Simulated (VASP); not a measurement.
Here is a VASP 6.6.1 calculation.

The input INCAR:

```
ALGO = Fast ; EDIFF = 1E-6
ENCUT = 520 ; GGA = PS
ISIF = 2 ; ISMEAR = 0
ISPIN = 2 ; LASPH = True
LCHARG = False ; LDAU = True
LDAUJ = 0 0 ; LDAUL = 2 -1
LDAUPRINT = 1 ; LDAUTYPE = 2
LDAUU = 3.1 0 ; LMAXMIX = 4
LORBIT = 11 ; LREAL = False
LWAVE = False ; MAGMOM = 3 3 3 3 3 3 0 0 0 0 0 0 0 0
NBANDS = 68 ; NELM = 150
PREC = Accurate ; SIGMA = 0.1
```

The input KPOINTS:

```
k-points
0
Gamma
  3 3 3
```

POSCAR

```
Co3O4
1.0
    0.0000000000      4.0549500000      4.0549500000
    4.0549500000      0.0000000000      4.0549500000
    4.0549500000      4.0549500000      0.0000000000
Co O
6 8
Direct
    0.7500000000      0.7500000000      0.7500000000
    0.5000000000      0.5000000000      0.5000000000
    0.1250000000      0.1250000000      0.1250000000
    0.6250000000      0.1250000000      0.1250000000
    0.1250000000      0.1250000000      0.6250000000
    0.1250000000      0.6250000000      0.1250000000
    0.8879000000      0.8879000000      0.8879000000
    0.9137000000      0.3621000000      0.3621000000
    0.8879000000      0.8879000000      0.3363000000
    0.3621000000      0.9137000000      0.3621000000
    0.3363000000      0.8879000000      0.8879000000
    0.3621000000      0.3621000000      0.3621000000
    0.8879000000      0.3363000000      0.8879000000
    0.3621000000      0.3621000000      0.9137000000
```

Potentials or basis: VASP PAW PBE potentials, release 64 (Co, O).

The run is started by

```sh
$ cat potpaw_PBE.64/Co/POTCAR potpaw_PBE.64/O/POTCAR > POTCAR
$ mpirun -np 1 vasp_std > vasp.out
```

(1) What does it give for the largest force?

(2) Predict the band gap on the k mesh.

(3) Predict the pressure.

(4) Predict the site moments.

## Answers

(1) 1.703 eV/Å.

(2) none (metal or under the smearing width).

(3) 5.1 GPa.

(4) Co +2.79, +2.15; O +0.16 μB.

Caveat: the k mesh is coarse (spacing up to 0.45 Å⁻¹), so the values aren't converged; the PAW data sets were made with another functional, which shifts forces and pressure a little.
